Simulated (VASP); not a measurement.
C, 4 atoms in the cell. The structure is hexagonal, space group P6_3/mmc (No. 194). The conventional cell has a = 2.467 Å, b = 2.467 Å, c = 7.803 Å, α = 90.00°, β = 90.00°, γ = 120.00°. C (site symmetry -6m2) is surrounded by 3 C at 1.42 Å. Around C (site symmetry -6m2) lie 3 C at 1.42 Å. 

| Item | Value |
| --- | --- |
| Program | VASP 6.6.1 |
| Task | relaxation of cell and atoms |
| Functional | PBE |
| Dispersion | D3(BJ) |
| Potentials or basis | VASP PAW PBE potentials, release 64 (C) |
| Cutoff | 600 eV |
| k mesh | 15 × 15 × 4 |
| Occupations | gaussian, width 0.03 eV |
| Spin | no spin polarisation |
| Further INCAR settings | ALGO = Normal; EDIFF = 1e-06; IBRION = 2; EDIFFG = -0.01; NSW = 90; ISIF = 3 |

Potentials or basis: VASP PAW PBE potentials, release 64 (C).

Command:

```sh
$ cat potpaw_PBE.64/C/POTCAR > POTCAR
$ mpirun -np 1 vasp_std > vasp.out
```

Hardware: 1 thread of Intel(R) Xeon(R) Platinum 8488C (Sapphire Rapids) (shared host).

Task: Estimate the wall time of this run.

Result: Wall time 2.9 min on 1 thread of Intel(R) Xeon(R) Platinum 8488C (Sapphire Rapids) (shared host), peak memory 0.2 GiB. Counts: scf iterations 96, k points 81, ion steps 14.
